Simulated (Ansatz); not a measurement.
# HfO2 (Pnma) in Ansatz: band structure with r2SCAN

Aim: the band structure of HfO2 with r2SCAN.

Everything below comes from runs of Ansatz 0.2.0. Logs are shortened: lines on timing, memory, paths and dates and some standing lists are left out, and cuts for length are marked.

**1. The structure**

It takes space group Pnma (No. 62, orthorhombic). Conventional cell: a = 5.556 Å, b = 3.334 Å, c = 6.505 Å, α = 90.00°, β = 90.00°, γ = 90.00°. Around Hf (site symmetry m) lie 7 O at 2.14 to 2.27 Å. Around O (site symmetry m) lie 4 Hf at 2.14 to 2.17 Å. Around O (site symmetry m) lie 3 Hf at 2.16 to 2.27 Å.

Measurements of this composition are mostly on another form, of space group No. 14.

**2. Band structure, r2SCAN**

The input, input.yaml:

```yaml
crystal:
  lattice:
    - [5.556395, 0.0, 0.0]
    - [0.0, 3.333597, 0.0]
    - [0.0, 0.0, 6.504995]
  atoms:
    - { symbol: Hf, position: [0.748682, 0.75, 0.607871] }
    - { symbol: Hf, position: [0.251318, 0.25, 0.392129] }
    - { symbol: Hf, position: [0.248682, 0.75, 0.892129] }
    - { symbol: Hf, position: [0.751318, 0.25, 0.107871] }
    - { symbol: O, position: [0.639499, 0.25, 0.4234] }
    - { symbol: O, position: [0.360501, 0.75, 0.5766] }
    - { symbol: O, position: [0.139499, 0.25, 0.0766] }
    - { symbol: O, position: [0.860501, 0.75, 0.9234] }
    - { symbol: O, position: [0.520794, 0.25, 0.841453] }
    - { symbol: O, position: [0.479206, 0.75, 0.158547] }
    - { symbol: O, position: [0.020794, 0.25, 0.658547] }
    - { symbol: O, position: [0.979206, 0.75, 0.341453] }
hamiltonian:
  xc: r2scan
  pseudopotentials: { kind: paw }
kpoints:
  mp_grid: { grid: [5, 8, 4] }
  band_path:
    path:
      - [[0.0, 0.0, 0.0], [0.0, -0.5, 0.0], [-0.5, -0.5, 0.0], [-0.5, 0.0, 0.0], [0.0, 0.0, 0.0], [0.0, 0.0, -0.5], [0.0, -0.5, -0.5], [-0.5, -0.5, -0.5], [-0.5, 0.0, -0.5], [0.0, 0.0, -0.5]]
      - [[-0.5, 0.0, 0.0], [-0.5, 0.0, -0.5]]
      - [[0.0, -0.5, -0.5], [0.0, -0.5, 0.0]]
      - [[-0.5, -0.5, 0.0], [-0.5, -0.5, -0.5]]
    npoints: 10
scf:
  occupations: { method: fermi_dirac, width: 0.05 }
  n_extra_bands: 30
output:
  forces: true
  stress: true
  eigenvalues: true
  fatbands: true
```

Potentials or basis: Ansatz PAW.

Command:

```console
> ansatz run input.yaml --threads 4 --pin off --max-ram 11264MiB --backend cpu --events-out ev --progress --plain --runs-dir out
```

Output:

```text
Warning: RAYON_NUM_THREADS=4 ignored (pool sized by the plan → 4); use --threads N
scf.n_extra_bands = 30 over 76 filled bands (N_el = 152.0): the run solves 106 bands
Engine: ansatz 0.2.0, aarch64-unknown-linux-gnu
Pseudopotentials: kind: paw
Pseudopotential: Hf, paw, valence charge 26, recommended cutoff 500 eV (meta_gga), Hf.paw.azcp
Pseudopotential: O, paw, valence charge 6, recommended cutoff 500 eV (meta_gga), O.paw.azcp
Functional definition: r2SCAN
  parameter k0 = 0.174
  parameter k1 = 0.065
  parameter a1 = 4.9479
  exchange = r2scan_x(k0 = k0, k1 = k1, a1 = a1)
  correlation = r2scan_c
Crystal: 12 atoms, lattice volume = 120.491 Å³
Basis set: ecut = 500 eV, 3043 PW (Γ), exchange–correlation on 180×100×192 points (64 copies of the dense FFT grid, shifted against one another)
Bands: 106, of which v1, the nominal top of the filled ones, is band 76 counted from 1 (75 counted from 0)
Symmetry: 8 space group operations
Space group: Pnma (ITA 62), of the structure as read, at distance tolerance 4.9e-5 Å
k-points: 45 of 160
Non-local potential: Hf, projectors of the file, l = 0: 3, l = 1: 2, l = 2: 2, l = 3: 3
Non-local potential: O, projectors of the file, l = 0: 2, l = 1: 2, l = 2: 1
PAW form: soft (Blöchl's): semilocal exchange-correlation on the pseudo side does not see the compensation charge
PAW frozen core: Hf, regenerated for the run's functional (the file was generated under x = pbe(κ = 0.804, μ = 0.2195149727645171), c = pbe(β = 0.06672455060314922))
PAW frozen core: O, regenerated for the run's functional (the file was generated under x = pbe(κ = 0.804, μ = 0.2195149727645171), c = pbe(β = 0.06672455060314922))
PAW one-centre angular grid: Hf, 974 points (default); XC on 160 Gauss nodes
PAW one-centre angular grid: O, 302 points (default); XC on 160 Gauss nodes
Initial density: superposition of atomic densities (neutral atoms: chi_scale 0, normalization atom), corrected by the library's trained network
Initial wavefunctions: pseudopotential atomic-orbital guess
Functional: x = r2scan, c = r2scan; τ floored in thin density (d = 2e-4 eV/Å³)
SCF iter   1: F=—  HF=-67504.065391 eV  |F-HF|=—  |Δ(HF+E_count)|=         —  Δρ=1.27e-2  dr2=1.69e-1  dr2_τ=8.67e-1  ethr=1.77e-3  ⟨swp⟩=5.2  Hψ=16013  notcnv=0  defer=424
preconditioner: auto → Resta (q_TF=auto, 2.836 Å⁻¹)  ε∞=4.3  [insulator: Δε(μ)=4.067 eV  Ē_g=22.398 eV  σ=0.050 eV  W_gap=1.00  n_scr=42 (ndim 8)  ℏωp=40.6 eV  f_vac=0.000  D(μ)=0.00/eV (n_scr^D=0)  ε∞_Penn≈4.3]
SCF iter   2: F=—  HF=-67504.332429 eV  |F-HF|=—  |Δ(HF+E_count)|=   2.67e-1  Δρ=6.42e-3  dr2=3.88e-2  dr2_τ=6.30e-3  ethr=1.11e-4  ⟨swp⟩=2.0  Hψ=9207  notcnv=0  defer=1053
SCF iter   3: F=—  HF=-67504.330605 eV  |F-HF|=—  |Δ(HF+E_count)|=   1.82e-3  Δρ=3.90e-3  dr2=7.62e-3  dr2_τ=1.93e-3  ethr=2.55e-5  ⟨swp⟩=2.0  Hψ=6348  notcnv=0  defer=1053
SCF iter   4: F=—  HF=-67504.330866 eV  |F-HF|=—  |Δ(HF+E_count)|=   2.61e-4  Δρ=1.14e-3  dr2=1.13e-3  dr2_τ=2.00e-4  ethr=5.01e-6  ⟨swp⟩=3.0  Hψ=8327  notcnv=0  defer=1053
SCF iter   5: F=—  HF=-67504.330870 eV  |F-HF|=—  |Δ(HF+E_count)|=   3.99e-6  Δρ=2.01e-4  dr2=2.47e-5  dr2_τ=4.80e-6  ethr=7.43e-7  ⟨swp⟩=2.6  Hψ=6902  notcnv=0  defer=1053
SCF iter   6: F=—  HF=-67504.330883 eV  |F-HF|=—  |Δ(HF+E_count)|=   1.32e-5  Δρ=9.04e-5  dr2=6.93e-6  dr2_τ=1.23e-6  ethr=1.62e-8  ⟨swp⟩=2.0  Hψ=6481  notcnv=0  defer=1053
SCF iter   7: F=—  HF=-67504.330882 eV  |F-HF|=—  |Δ(HF+E_count)|=   6.48e-7  Δρ=1.94e-5  dr2=3.30e-7  dr2_τ=5.41e-8  ethr=4.56e-9  ⟨swp⟩=2.0  Hψ=6343  notcnv=0  defer=1053
SCF iter   8: F=-67504.330882 eV  HF=-67504.330882 eV  |F-HF|=2.65e-9  |Δ(HF+E_count)|=   8.48e-8  Δρ=5.15e-6  dr2=2.55e-8  dr2_τ=2.04e-9  ethr=6.58e-11  ⟨swp⟩=10.0  Hψ=23466  notcnv=0
SCF 1 converged in 8 iterations: F = -67504.330882 eV  dr2 = 2.55e-8
NSCF: frozen V_eff on 124 k-points
SCF converged after 8 iterations
Free energy (F): -67504.330882 eV
Harris-Foulkes:  -67504.330882 eV  (|F-HF|=2.65e-9)
Internal energy: -67504.330882 eV  (E = F + TS)
E sigma→0 (E₀):  -67504.330882 eV
Fermi energy:    19.082221 eV
--- Per-component energies (eV) ---
  E_band       = 349.744580
  E_kinetic    = 3099.600884
  E_local      = -21261.819898  (includes V_loc(G=0)·N_el)
  E_nonlocal   = -4610.948221
  E_hartree    = 9815.556150
  E_xc         = -1724.929124
  E_vxc        = -2021.580227  (∫ρ·V_xc dr)
  E_paw        = -29084.037024  (= ΣΔE_a)
  E_vpaw       = 5403.456556  (= ΣTr[D̂ρ^β])
  E_aug_tail   = 0.008209  (compensation charges beyond the density's cutoff)
  E_vtau       = 109.902597  (kinetic-family band-sum trace: ∫τ·v_τ [+ j·A + Jᵃ·Aᵃ] dr)
  E_ewald      = -23738.792418
  E_core_change = 1.030560  (= ΣΔE_core)
  E_smearing   = -0.000000  (= −TS)
  E_closure    = 0.000000  (closes the sum)
  Σ components = -67504.330882   (vs F -67504.330882, Δ=0.00e0)
--- Forces (eV/Å), atoms counted from 1 ---
  atom   1  Hf     0.00643105    -0.00000000    -0.03873596
  atom   2  Hf    -0.00643105    -0.00000000     0.03873596
  atom   3  Hf     0.00643105    -0.00000000     0.03873596
  atom   4  Hf    -0.00643105    -0.00000000    -0.03873596
  atom   5  O     -0.00984239     0.00000000     0.00908750
  atom   6  O      0.00984239     0.00000000    -0.00908750
  atom   7  O     -0.00984239     0.00000000    -0.00908750
  atom   8  O      0.00984239     0.00000000     0.00908750
  atom   9  O      0.01159705     0.00000000     0.02046606
  atom  10  O     -0.01159705     0.00000000    -0.02046606
  atom  11  O      0.01159705     0.00000000    -0.02046606
  atom  12  O     -0.01159705     0.00000000     0.02046606
  max |Σ_I F_I| component: 8.24e-18 eV/Å
--- Stress (GPa, compression-positive) ---
       -3.353058       0.000000       0.000000
        0.000000      -3.267562       0.000000
        0.000000       0.000000      -3.584630
  P = ⅓ Tr σ = -3.4017 GPa (-34.017 kbar)
--- Band table (eV; the first three rows and the last of 45) ---
  k-point 0: bands = ["-45.2763", "-45.2574", "-45.2567", "-45.2528", "-13.6842", "-13.5336", "-13.4733", "-13.3662", "-13.2802", "-13.2206", "-13.2065", "-13.1353", "-13.1258", "-13.1148", "-13.1056", "-13.0854", "-2.7198", "-1.0999", "-1.0883", "-0.5722", "-0.2460", "-0.2269", "-0.1719", "0.0177", "6.3272", "6.3411", "6.3496", "6.3533", "6.3565", "6.3567", "6.3579", "6.3620", "6.3642", "6.3651", "6.3661", "6.3742", "6.3742", "6.3747", "6.3797", "6.3831", "6.3855", "6.3883", "6.3946", "6.3967", "6.4029", "6.4076", "6.4081", "6.4112", "6.4165", "6.4227", "6.4357", "6.4379", "11.8486", "11.9084", "12.3375", "12.5291", "12.6217", "13.0754", "13.0784", "13.1192", "13.4334", "13.6454", "13.6648", "13.8896", "14.4452", "14.5877", "14.6180", "15.0958", "15.2149", "15.4820", "15.7885", "16.2238", "16.2537", "16.7309", "17.0108", "17.0613", "21.0363", "21.9654", "22.0659", "22.5858", "23.2890", "23.3883", "23.4805", "24.1496", "24.2645", "24.4119", "24.4780", "24.6786", "24.7230", "25.2191", "25.4226", "25.4714", "25.7346", "25.8903", "26.9590", "27.0989", "27.2724", "28.6890", "30.3367", "31.0263", "31.9279", "33.0305", "33.8757", "34.4041", "34.7584", "35.0610"]
  k-point 1: bands = ["-45.2743", "-45.2627", "-45.2537", "-45.2526", "-13.6499", "-13.4884", "-13.4490", "-13.4289", "-13.2727", "-13.2090", "-13.1976", "-13.1818", "-13.1487", "-13.1120", "-13.1040", "-13.0990", "-2.5288", "-1.4310", "-1.0087", "-0.6134", "-0.1880", "-0.1698", "-0.1642", "-0.0019", "6.3284", "6.3430", "6.3487", "6.3539", "6.3583", "6.3599", "6.3628", "6.3650", "6.3665", "6.3669", "6.3697", "6.3734", "6.3738", "6.3747", "6.3791", "6.3797", "6.3882", "6.3887", "6.3898", "6.3939", "6.4029", "6.4036", "6.4067", "6.4078", "6.4125", "6.4168", "6.4418", "6.4475", "11.6853", "11.7959", "12.2207", "12.2859", "12.7558", "12.8961", "13.2616", "13.4053", "13.4856", "13.6468", "14.0370", "14.1820", "14.2536", "14.5703", "14.7172", "14.9019", "15.1906", "15.6085", "15.9140", "16.0710", "16.4494", "16.6387", "16.7245", "16.8813", "21.3546", "22.0468", "22.1153", "22.6920", "23.0602", "23.1693", "23.2732", "23.5644", "24.4345", "24.4833", "24.6076", "24.9278", "24.9372", "25.1134", "25.3744", "25.9056", "25.9898", "26.0451", "26.6142", "26.8935", "27.0840", "28.2065", "30.4846", "30.5989", "32.4509", "33.7842", "34.0473", "34.0594", "34.6206", "35.0968"]
  k-point 2: bands = ["-45.2691", "-45.2691", "-45.2525", "-45.2525", "-13.5617", "-13.5617", "-13.3805", "-13.3805", "-13.3113", "-13.3113", "-13.1748", "-13.1748", "-13.1407", "-13.1407", "-13.1064", "-13.1064", "-2.0317", "-2.0317", "-0.8003", "-0.8003", "-0.1577", "-0.1577", "-0.0626", "-0.0626", "6.3341", "6.3341", "6.3555", "6.3555", "6.3634", "6.3634", "6.3646", "6.3646", "6.3691", "6.3691", "6.3705", "6.3705", "6.3727", "6.3727", "6.3832", "6.3832", "6.3857", "6.3857", "6.3945", "6.3945", "6.4023", "6.4023", "6.4038", "6.4038", "6.4075", "6.4075", "6.4504", "6.4504", "11.6171", "11.6171", "12.1125", "12.1125", "13.1057", "13.1057", "13.1829", "13.1829", "13.6411", "13.6411", "14.1380", "14.1380", "14.4351", "14.4351", "15.1189", "15.1189", "15.4651", "15.4651", "15.7726", "15.7726", "16.4970", "16.4970", "16.6659", "16.6659", "21.8992", "21.8992", "22.6302", "22.6302", "22.8837", "22.8837", "22.9793", "22.9793", "24.5051", "24.5051", "24.6679", "24.6679", "25.4761", "25.4761", "25.7861", "25.7861", "26.2994", "26.2994", "26.5570", "26.5570", "27.0493", "27.0493", "30.4791", "30.4791", "33.6526", "33.6526", "33.9216", "33.9216", "35.0115", "35.0115"]
  k-point 44: bands = ["-45.2507", "-45.2507", "-45.2472", "-45.2472", "-13.6556", "-13.6556", "-13.6114", "-13.6114", "-13.2832", "-13.2832", "-13.2798", "-13.2798", "-13.1941", "-13.1941", "-13.1644", "-13.1644", "-1.0314", "-1.0314", "-0.9552", "-0.9552", "-0.3313", "-0.3313", "-0.3264", "-0.3264", "6.3466", "6.3466", "6.3472", "6.3472", "6.3672", "6.3672", "6.3682", "6.3682", "6.3717", "6.3717", "6.3766", "6.3766", "6.3818", "6.3818", "6.3846", "6.3846", "6.3917", "6.3917", "6.3935", "6.3935", "6.4037", "6.4037", "6.4113", "6.4113", "6.4160", "6.4160", "6.4178", "6.4178", "11.5622", "11.5622", "11.7424", "11.7424", "12.4994", "12.4994", "12.5748", "12.5748", "13.6193", "13.6193", "14.1256", "14.1256", "15.3932", "15.3932", "15.4304", "15.4304", "15.7457", "15.7457", "15.8450", "15.8450", "16.2862", "16.2862", "16.3549", "16.3549", "23.1806", "23.1806", "23.6600", "23.6600", "23.8106", "23.8106", "23.9872", "23.9872", "24.8502", "24.8502", "25.1633", "25.1633", "25.4895", "25.4895", "25.5069", "25.5069", "26.1744", "26.1744", "26.1816", "26.1816", "31.0871", "31.0871", "31.2440", "31.2440", "32.0376", "32.0376", "32.9496", "32.9496", "35.2505", "35.2505"]
```

It took 65 s on 4 threads of Arm Neoverse V2, shared host; peak memory 1.4 GiB.

Results:

| Property | Result |
| --- | --- |
| Free energy | -67504.3309 eV |
| Pressure | -3.4 GPa |
| Largest force | 0.039 eV/Å |
| Band gap on the k mesh | 3.97 eV, direct |
| Band gap along the path | 3.98 eV, direct |

Forces on the atoms (eV/Å):
```
Hf   0.006  0.000 -0.039
Hf  -0.006  0.000  0.039
Hf   0.006  0.000  0.039
Hf  -0.006  0.000 -0.039
O   -0.010  0.000  0.009
O    0.010  0.000 -0.009
O   -0.010  0.000 -0.009
O    0.010  0.000  0.009
O    0.012  0.000  0.020
O   -0.012  0.000 -0.020
O    0.012  0.000 -0.020
O   -0.012  0.000  0.020
```

Levels at the corners of the path, in eV from the valence-band top:
| point | band 72 | band 73 | band 74 | band 75 | band 76 | band 77 | band 78 | band 79 | band 80 | band 81 |
| --- | --- | --- | --- | --- | --- | --- | --- | --- | --- | --- |
| Γ | -0.84 | -0.81 | -0.33 | -0.05 | 0.00 | 3.98 | 4.90 | 5.00 | 5.52 | 6.23 |
| X | -1.49 | -0.78 | -0.78 | -0.70 | -0.70 | 5.70 | 5.70 | 6.51 | 6.51 | 6.59 |
| S | -1.22 | -0.72 | -0.72 | -0.72 | -0.72 | 6.22 | 6.22 | 6.22 | 6.22 | 7.21 |
| Y | -0.94 | -0.81 | -0.81 | -0.33 | -0.33 | 4.81 | 4.81 | 6.04 | 6.04 | 6.18 |
| Γ | -0.84 | -0.81 | -0.33 | -0.05 | 0.00 | 3.98 | 4.90 | 5.00 | 5.52 | 6.23 |
| Z | -1.29 | -0.56 | -0.56 | -0.40 | -0.40 | 4.84 | 4.84 | 5.57 | 5.57 | 5.82 |
| U | -1.10 | -0.89 | -0.89 | -0.78 | -0.78 | 5.64 | 5.64 | 6.75 | 6.75 | 6.81 |
| R | -1.26 | -0.72 | -0.72 | -0.72 | -0.72 | 6.38 | 6.38 | 6.38 | 6.38 | 6.80 |
| T | -0.99 | -0.86 | -0.86 | -0.41 | -0.41 | 5.62 | 5.62 | 5.66 | 5.66 | 6.02 |
| Z | -1.29 | -0.56 | -0.56 | -0.40 | -0.40 | 4.84 | 4.84 | 5.57 | 5.57 | 5.82 |
| Y | -0.94 | -0.81 | -0.81 | -0.33 | -0.33 | 4.81 | 4.81 | 6.04 | 6.04 | 6.18 |
| T | -0.99 | -0.86 | -0.86 | -0.41 | -0.41 | 5.62 | 5.62 | 5.66 | 5.66 | 6.02 |
| U | -1.10 | -0.89 | -0.89 | -0.78 | -0.78 | 5.64 | 5.64 | 6.75 | 6.75 | 6.81 |
| X | -1.49 | -0.78 | -0.78 | -0.70 | -0.70 | 5.70 | 5.70 | 6.51 | 6.51 | 6.59 |
| S | -1.22 | -0.72 | -0.72 | -0.72 | -0.72 | 6.22 | 6.22 | 6.22 | 6.22 | 7.21 |
| R | -1.26 | -0.72 | -0.72 | -0.72 | -0.72 | 6.38 | 6.38 | 6.38 | 6.38 | 6.80 |

Caveat: spin-orbit coupling is left out, which moves the levels of the heavy elements; the PAW data sets come from PBE, with cores solved anew for the run's functional, which leaves a small shift of forces and pressure. r2SCAN opens gaps a little over a GGA but as a rule still falls short of measured ones.
